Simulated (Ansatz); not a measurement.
Input deck for Ansatz 0.2.0, then the block of the output on the nuclei.

The cell is a structure deposited in the COD, relaxed with PBE at fixed cell and then changed (volume scaled by 1.04, ions relaxed).

```yaml
crystal:
  lattice:
    - [3.1509257459, 0.0, 0.0]
    - [-1.575462873, 2.7287817414, 0.0]
    - [0.0, 0.0, 5.045533831]
  atoms:
    - { symbol: Al, position: [0.6666666667, 0.3333333333, 0.0] }
    - { symbol: Al, position: [0.3333333333, 0.6666666667, 0.5] }
    - { symbol: "N", position: [0.6666666667, 0.3333333333, 0.382] }
    - { symbol: "N", position: [0.3333333333, 0.6666666667, 0.882] }
kpoints:
  mp_grid: { grid: [11, 11, 6] }
scf:
  occupations: { method: fermi_dirac, width: 0.02 }
hamiltonian:
  xc: pbe
  pseudopotentials: { kind: paw }
output:
  forces: true
  stress: true
  populations: true
  efg:
    quadrupole_moments_barn: { Al: 0.1466, "N": 0.02044 }
    contact_densities: true
relax:
  f_tol: 0.02
  max_steps: 60
```

```sh
ansatz run input.yaml --threads 1 --pin off --max-ram 3072MiB --backend cpu --events-out ev --progress --plain --runs-dir out
```

The run relaxes the ions first, and the block belongs to the relaxed positions.

Of the output, the block on the nuclei alone is shown; the set-up, the SCF iterations, energies, forces and stress are cut.

```
--- PAW observables at the nuclei: V_zz in 10²¹ V/m², potentials from the cell's mean, atoms counted from 1 ---
  atom   1  Al V_zz =    +0.474236   η = 0.0000   by run symmetry: allowed   C_q = +1.6811 MHz
            electrostatic potential = -1230.563037 V   contact ρ = 10081.500256 e/Å³
  atom   2  Al V_zz =    +0.474236   η = 0.0000   by run symmetry: allowed   C_q = +1.6811 MHz
            electrostatic potential = -1230.563037 V   contact ρ = 10081.500256 e/Å³
  atom   3  N  V_zz =    -0.023429   η = 0.0000   by run symmetry: allowed   C_q = -0.0116 MHz
            electrostatic potential = -516.081277 V   contact ρ = 1412.806416 e/Å³
  atom   4  N  V_zz =    -0.023429   η = 0.0000   by run symmetry: allowed   C_q = -0.0116 MHz
            electrostatic potential = -516.081277 V   contact ρ = 1412.806416 e/Å³
```

The relaxation (2 steps) took 7.5 s of wall time (7.5 s of CPU time) and 0.41 GiB at its peak, on 1 thread of Intel Xeon Platinum 8259CL CPU @ 2.50GHz (Skylake/Cascade Lake) (x86_64; 16 cores open to the job, memory cap 3.0 GiB, no GPU), a shared host with a load of 0.4 a core.
